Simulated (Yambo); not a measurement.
# TePb (Fm-3m) in Yambo: notebook, part 2 of 3

Yambo 5.3.0. The steps go on from the part before.

## Step 4: Optical spectrum, PBEsol

optics2.in

```
optics
chi
tddft
Chimod= "ALDA"
% BndsRnXd
 1 | 40 |
%
NGsBlkXd= 3 Ry
% LongDrXd
 1 | 0 | 0 |
%
% QpntsRXd
 1 | 1 |
%
% EnRngeXd
 0 | 20 | eV
%
% DmRngeXd
 0.1 | 0.1 | eV
%
ETStpsXd= 200
FxcGRLc= 3 Ry
VXCRLvcs= 3 Ry
```

scf.in

```
&CONTROL
  calculation = 'scf'
  prefix = 'pwscf'
  outdir = './tmp'
  pseudo_dir = './pseudo'
/
&SYSTEM
  ibrav = 0
  nat = 2
  ntyp = 2
  ecutwfc = 80
  nbnd = 22
  occupations = 'smearing'
  smearing = 'fd'
  degauss = 0.00367493
  force_symmorphic = .true.
/
&ELECTRONS
  conv_thr = 4d-10
  electron_maxstep = 120
  mixing_beta = 0.5
/
ATOMIC_SPECIES
Pb   207.2000 Pb.upf
Te   127.6000 Te.upf
CELL_PARAMETERS angstrom
   0.0000000000    3.2310000000    3.2310000000
   3.2310000000    0.0000000000    3.2310000000
   3.2310000000    3.2310000000    0.0000000000
ATOMIC_POSITIONS crystal
Pb     0.0000000000    0.0000000000    0.0000000000
Te     0.5000000000    0.5000000000    0.5000000000
K_POINTS automatic
10 10 10 0 0 0
```

nscf.in

```
&CONTROL
  calculation = 'nscf'
  prefix = 'pwscf'
  outdir = './tmp'
  pseudo_dir = './pseudo'
/
&SYSTEM
  ibrav = 0
  nat = 2
  ntyp = 2
  ecutwfc = 80
  nbnd = 45
  occupations = 'fixed'
  force_symmorphic = .true.
/
&ELECTRONS
  conv_thr = 1d-08
  diago_full_acc = .true.
  diago_thr_init = 1d-06
/
ATOMIC_SPECIES
Pb   207.2000 Pb.upf
Te   127.6000 Te.upf
CELL_PARAMETERS angstrom
   0.0000000000    3.2310000000    3.2310000000
   3.2310000000    0.0000000000    3.2310000000
   3.2310000000    3.2310000000    0.0000000000
ATOMIC_POSITIONS crystal
Pb     0.0000000000    0.0000000000    0.0000000000
Te     0.5000000000    0.5000000000    0.5000000000
K_POINTS automatic
10 10 10 0 0 0
```

Potentials or basis: PseudoDojo 0.4.1 SR PBEsol standard.

Started as:

```sh
$ OMP_NUM_THREADS=1 pw.x -in scf.in > scf.out
$ OMP_NUM_THREADS=1 pw.x -in nscf.in > nscf.out
$ cd tmp/pwscf.save; p2y; mv SAVE ../..; cd ../..
$ OMP_NUM_THREADS=1 yambo
$ OMP_NUM_THREADS=1 yambo -F optics2.in -J optics2 -C optics2_out
```

Yambo's report:

```text
[... sections 02.01 to 02.04 as in the set-up run ...]

  [02.05] Energies & Occupations
  ==============================

  [X] === General ===
  [X] Electronic Temperature                        :  0.000000  0.000000 [eV K]
  [X] Bosonic    Temperature                        :  0.000000  0.000000 [eV K]
  [X] Finite Temperature mode                       : no
  [X] El. density                                   :  0.44471E+24 [cm-3]
  [X] Fermi Level                                   :  8.866102 [eV]

  [X] === Gaps and Widths ===
  [X] Conduction Band Min                           :  0.670570 [eV]
  [X] Valence Band Max                              :  0.000000 [eV]
  [X] Filled Bands                                  :  15
  [X] Empty Bands                                   :   16   45
  [X] Direct Gap                                    :  0.670570 [eV]
  [X] Direct Gap localized at k                     :   6
  [X] Indirect Gap                                  :  0.670570 [eV]
  [X] Indirect Gap between kpts                     :   6   6
  [X] Last valence band width                       :  2.794933 [eV]
  [X] 1st conduction band width                     :  3.413221 [eV]

 [03] Transferred momenta grid and indexing
 ==========================================

 IBZ Q-points                                      :   47
 BZ  Q-points                                      :  1000

 K/Q-points units:
 rlu = crystal or reduced units; cc = cartesian coordinates; iku = interal k-units

 Q [ 1]         [rlu]:  0.000000  0.000000  0.000000
 Q [ 2]         [rlu]:  0.20115E-17  0.89504E-17  0.10000
 Q [ 3]         [rlu]:  0.32391E-17  0.17117E-16  0.20000
 Q [ 4]         [rlu]:  0.12778E-16  0.12778E-16  0.30000
 Q [ 5]         [rlu]:  0.88302E-17  0.36586E-16  0.40000
 Q [ 6]         [rlu]: -0.25308E-17 -0.25308E-17 -0.50000
 Q [ 7]         [rlu]:  0.28953E-17  0.10000      0.10000
 Q [ 8]         [rlu]: -0.55154E-17  0.10000      0.20000
 Q [ 9]         [rlu]: -0.10247E-16  0.10000      0.30000
 Q [10]         [rlu]:  0.39749E-16  0.10000      0.40000
 Q [11]         [rlu]: -0.22845E-16  0.10000      0.50000
 Q [12]         [rlu]: -0.25308E-17  0.10000     -0.40000
 Q [13]         [rlu]: -0.96142E-17  0.10000     -0.30000
 Q [14]         [rlu]: -0.12778E-16  0.10000     -0.20000
 Q [15]         [rlu]: -0.17117E-16  0.10000     -0.10000
[... 30 lines left out ...]
 Q [46]         [rlu]:  0.200000  0.400000 -0.300000
 Q [47]         [rlu]:  0.200000 -0.500000 -0.300000

 [WARNING] [Xd] User bands 1-40 break level degeneracy

 [04] Dipoles
 ============

  [04.01] Setup: observables and procedures
  =========================================

  [WF-Oscillators/G space/Transverse up loader] Normalization (few states)  min/max  :  0.11821E-17   1.0000

  [WR./optics2//ndb.dipoles]------------------------------------------------------
   Brillouin Zone Q/K grids (IBZ/BZ)                :    47  1000    47  1000
   RL vectors                                       :   6855 [WF]
   Fragmentation                                    : yes
   Electronic Temperature                           :  0.000000 [K]
   Bosonic    Temperature                           :  0.000000 [K]
   DIP band range                                   :    1   40
   DIP band range limits                            :  15  16
   DIP e/h energy range                             : -1.000000 -1.000000 [eV]
   RL vectors in the sum                            :   6855
   [r,Vnl] included                                 : yes
   Bands ordered                                    : yes
   Direct v evaluation                              : no
   Approach used                                    : G-space v
   Dipoles computed                                 : R V P [G-space]
   Wavefunctions                                    : Perdew, Burke & Ernzerhof SOL(X)+Perdew, Burke & Ernzerhof SOL(C)

  [WARNING] [r,Vnl^pseudo] included in position and velocity dipoles.

  [WARNING] In case H contains other non local terms, these are neglected

 [05] Optics
 ===========

 [xc] Functional : Perdew, Burke & Ernzerhof SOL(X)+Perdew, Burke & Ernzerhof SOL(C)
 [xc] LIBXC used to calculate xc functional
  PP Number of Atomic Species                      :  2
  NLCC RL compoments                               :   44039
 [X-CG] R(p) Tot o/o(of R):    12861   375000      100
```

Run time: 3.2 min. Hardware: 1 thread of Arm Neoverse V2, shared host; peak memory 0.85 GiB.

Results:

* Band gap on the k mesh, mean-field level: 0.67 eV, direct
* Absorption peak: 1.91 eV
* Electronic dielectric constant along the field: 29.69
* Electronic dielectric constant along the field, independent particles: 30.93

Dielectric function (along the field direction of the input):
```csv
energy (eV),real part,imaginary part
0.30,30.48,1.64
0.90,38.04,3.87
1.61,59.14,45.21
2.31,-23.09,35.29
3.02,-14.06,12.39
3.62,-8.52,5.78
4.32,-4.36,2.82
5.03,-2.07,1.98
5.73,-0.18,3.55
6.33,-1.45,3.07
7.04,-1.57,3.55
7.74,-2.07,2.67
8.44,-1.37,1.72
9.05,-1.03,1.03
9.75,-0.94,1.42
10.45,-0.88,1.13
11.16,-0.70,0.85
11.76,-0.35,0.64
12.46,-0.20,0.63
13.17,-0.07,0.48
13.87,0.00,0.36
14.47,0.26,0.32
15.18,0.33,0.27
15.88,0.46,0.28
16.58,0.53,0.36
17.19,0.49,0.35
17.89,0.66,0.41
18.59,0.53,0.43
19.30,0.58,0.41
20.00,0.62,0.29
```

Caveat: the LDA kernel is used on GGA states, which is inconsistent by a few percent; these spectra lack excitons; spin-orbit coupling is left out, which as a rule narrows the gap of such compounds by several tenths of an eV.

## Step 5: Optical spectrum, PBEsol

optics3.in

```
optics
chi
tddft
Chimod= "LRC"
% BndsRnXd
 1 | 40 |
%
NGsBlkXd= 3 Ry
% LongDrXd
 1 | 0 | 0 |
%
% QpntsRXd
 1 | 1 |
%
% EnRngeXd
 0 | 20 | eV
%
% DmRngeXd
 0.1 | 0.1 | eV
%
ETStpsXd= 200
LRC_alpha= -0.2
```

scf.in is that of step 4.

nscf.in is that of step 4.

Potentials or basis: PseudoDojo 0.4.1 SR PBEsol standard.

Started as:

```sh
$ OMP_NUM_THREADS=1 pw.x -in scf.in > scf.out
$ OMP_NUM_THREADS=1 pw.x -in nscf.in > nscf.out
$ cd tmp/pwscf.save; p2y; mv SAVE ../..; cd ../..
$ OMP_NUM_THREADS=1 yambo
$ OMP_NUM_THREADS=1 yambo -F optics3.in -J optics3 -C optics3_out
```

Yambo's report:

```text
[... sections 02.01 to 02.04 as in the set-up run ...]

  [02.05] Energies & Occupations
  ==============================

  [X] === General ===
  [X] Electronic Temperature                        :  0.000000  0.000000 [eV K]
  [X] Bosonic    Temperature                        :  0.000000  0.000000 [eV K]
  [X] Finite Temperature mode                       : no
  [X] El. density                                   :  0.44471E+24 [cm-3]
  [X] Fermi Level                                   :  8.866102 [eV]

  [X] === Gaps and Widths ===
  [X] Conduction Band Min                           :  0.670570 [eV]
  [X] Valence Band Max                              :  0.000000 [eV]
  [X] Filled Bands                                  :  15
  [X] Empty Bands                                   :   16   45
  [X] Direct Gap                                    :  0.670570 [eV]
  [X] Direct Gap localized at k                     :   6
  [X] Indirect Gap                                  :  0.670570 [eV]
  [X] Indirect Gap between kpts                     :   6   6
  [X] Last valence band width                       :  2.794933 [eV]
  [X] 1st conduction band width                     :  3.413221 [eV]

 [03] Transferred momenta grid and indexing
 ==========================================

 IBZ Q-points                                      :   47
 BZ  Q-points                                      :  1000

 K/Q-points units:
 rlu = crystal or reduced units; cc = cartesian coordinates; iku = interal k-units

 Q [ 1]         [rlu]:  0.000000  0.000000  0.000000
 Q [ 2]         [rlu]:  0.20115E-17  0.89504E-17  0.10000
 Q [ 3]         [rlu]:  0.32391E-17  0.17117E-16  0.20000
 Q [ 4]         [rlu]:  0.12778E-16  0.12778E-16  0.30000
 Q [ 5]         [rlu]:  0.88302E-17  0.36586E-16  0.40000
 Q [ 6]         [rlu]: -0.25308E-17 -0.25308E-17 -0.50000
 Q [ 7]         [rlu]:  0.28953E-17  0.10000      0.10000
 Q [ 8]         [rlu]: -0.55154E-17  0.10000      0.20000
 Q [ 9]         [rlu]: -0.10247E-16  0.10000      0.30000
 Q [10]         [rlu]:  0.39749E-16  0.10000      0.40000
 Q [11]         [rlu]: -0.22845E-16  0.10000      0.50000
 Q [12]         [rlu]: -0.25308E-17  0.10000     -0.40000
 Q [13]         [rlu]: -0.96142E-17  0.10000     -0.30000
 Q [14]         [rlu]: -0.12778E-16  0.10000     -0.20000
 Q [15]         [rlu]: -0.17117E-16  0.10000     -0.10000
[... 30 lines left out ...]
 Q [46]         [rlu]:  0.200000  0.400000 -0.300000
 Q [47]         [rlu]:  0.200000 -0.500000 -0.300000

 [WARNING] [Xd] User bands 1-40 break level degeneracy

 [04] Dipoles
 ============

  [04.01] Setup: observables and procedures
  =========================================

  [WF-Oscillators/G space/Transverse up loader] Normalization (few states)  min/max  :  0.11821E-17   1.0000

  [WR./optics3//ndb.dipoles]------------------------------------------------------
   Brillouin Zone Q/K grids (IBZ/BZ)                :    47  1000    47  1000
   RL vectors                                       :   6855 [WF]
   Fragmentation                                    : yes
   Electronic Temperature                           :  0.000000 [K]
   Bosonic    Temperature                           :  0.000000 [K]
   DIP band range                                   :    1   40
   DIP band range limits                            :  15  16
   DIP e/h energy range                             : -1.000000 -1.000000 [eV]
   RL vectors in the sum                            :   6855
   [r,Vnl] included                                 : yes
   Bands ordered                                    : yes
   Direct v evaluation                              : no
   Approach used                                    : G-space v
   Dipoles computed                                 : R V P [G-space]
   Wavefunctions                                    : Perdew, Burke & Ernzerhof SOL(X)+Perdew, Burke & Ernzerhof SOL(C)

  [WARNING] [r,Vnl^pseudo] included in position and velocity dipoles.

  [WARNING] In case H contains other non local terms, these are neglected

 [05] Optics
 ===========

 [X-CG] R(p) Tot o/o(of R):    12861   375000      100
```

Wall time 3.2 min (1 thread of Arm Neoverse V2, shared host); peak memory 0.85 GiB.

What came out:

- Band gap on the k mesh, mean-field level: 0.67 eV, direct
- Absorption peak: 1.51 eV
- Electronic dielectric constant along the field: 49.28
- Electronic dielectric constant along the field, independent particles: 30.93

Dielectric function (along the field direction of the input):
| energy (eV) | real part | imaginary part |
| --- | --- | --- |
| 0.30 | 51.62 | 4.98 |
| 0.80 | 67.87 | 13.21 |
| 1.31 | 35.69 | 88.96 |
| 1.81 | -36.94 | 61.32 |
| 2.31 | -22.32 | 16.68 |
| 2.81 | -15.16 | 10.10 |
| 3.32 | -11.43 | 5.49 |
| 3.82 | -7.50 | 4.83 |
| 4.32 | -4.13 | 2.39 |
| 4.82 | -3.17 | 1.89 |
| 5.33 | -1.41 | 2.44 |
| 5.83 | -1.01 | 2.92 |
| 6.33 | -1.48 | 2.61 |
| 6.83 | -1.34 | 3.77 |
| 7.34 | -2.22 | 3.43 |
| 7.84 | -1.98 | 2.12 |
| 8.34 | -1.29 | 1.59 |
| 8.84 | -1.39 | 1.19 |
| 9.35 | -0.57 | 1.31 |
| 9.85 | -0.85 | 1.19 |
| 10.35 | -0.61 | 1.25 |
| 10.85 | -0.50 | 0.83 |
| 11.36 | -0.35 | 0.71 |
| 11.86 | -0.31 | 0.67 |
| 12.36 | -0.12 | 0.55 |
| 12.86 | -0.06 | 0.49 |
| 13.37 | 0.02 | 0.48 |
| 13.87 | 0.02 | 0.37 |
| 14.37 | 0.22 | 0.26 |
| 14.87 | 0.22 | 0.30 |
| 15.38 | 0.40 | 0.26 |
| 15.88 | 0.47 | 0.26 |
| 16.38 | 0.52 | 0.30 |
| 16.88 | 0.57 | 0.34 |
| 17.39 | 0.59 | 0.31 |
| 17.89 | 0.69 | 0.40 |
| 18.39 | 0.63 | 0.44 |
| 18.89 | 0.67 | 0.36 |
| 19.40 | 0.64 | 0.36 |
| 20.00 | 0.63 | 0.28 |

Caveat: the long-range kernel's strength is typed, not fitted to the crystal's screening; independent-particle spectra lack excitons; spin-orbit coupling is left out, which as a rule narrows the gap of such compounds by several tenths of an eV.

(Part 2 of 3 ends here.)
